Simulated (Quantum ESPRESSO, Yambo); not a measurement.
An input for Quantum ESPRESSO 7.5 (BeTe (F-43m)):

```
&control
  calculation = 'nscf'
  prefix = 'x'
  outdir = 'o'
  pseudo_dir = 'pseudo'
/
&system
  ibrav = 0
  nat = 2
  ntyp = 2
  ecutwfc = 88.0
  nbnd = 191
  force_symmorphic = .true.
/
&electrons
  conv_thr = 1e-9
  electron_maxstep = 80
  diago_full_acc = .true.
  diago_thr_init = 5e-6
/
ATOMIC_SPECIES
  Be 9.012 Be.upf
  Te 127.6 Te.upf
CELL_PARAMETERS angstrom
  0.0000000000 2.7700000000 2.7700000000
  2.7700000000 0.0000000000 2.7700000000
  2.7700000000 2.7700000000 -0.0000000000
ATOMIC_POSITIONS crystal
  Be 0.0000000000 0.0000000000 0.0000000000
  Te 0.2500000000 0.2500000000 0.2500000000
K_POINTS automatic
  4 4 4 0 0 0
```

The database entry behind the starting cell differs from later determinations by our own check (an axis about 1.5 % short against later determinations), so it need not match the best structure at ambient conditions.

```sh
OMP_NUM_THREADS=1 mpirun -n 4 pw.x -nk 4 -in pw.in > pw.out
```

How long will it take on 4 MPI ranks of Arm Neoverse V1, shared host, and how much memory?

It took 18 s; on shared hardware allow 8.9 s to 36 s. Peak host memory was 0.46 GiB.

[Paths, hosts, dates, memory and timing lines, banners, echoed tables and standing remarks are left out of the program output.]

[Logs are printed without paths, hosts, clocks, repeated set-up lines and the standing remarks that a program may print on its own settings, such as how far it seeks lower states.]

[Runs of the session that timed out or met a known fault of the program may be left out.]

[Hosts, paths, dates, database ids (printed as entryN), source tags and the programs' standing remarks are cut or masked in the printed files.]
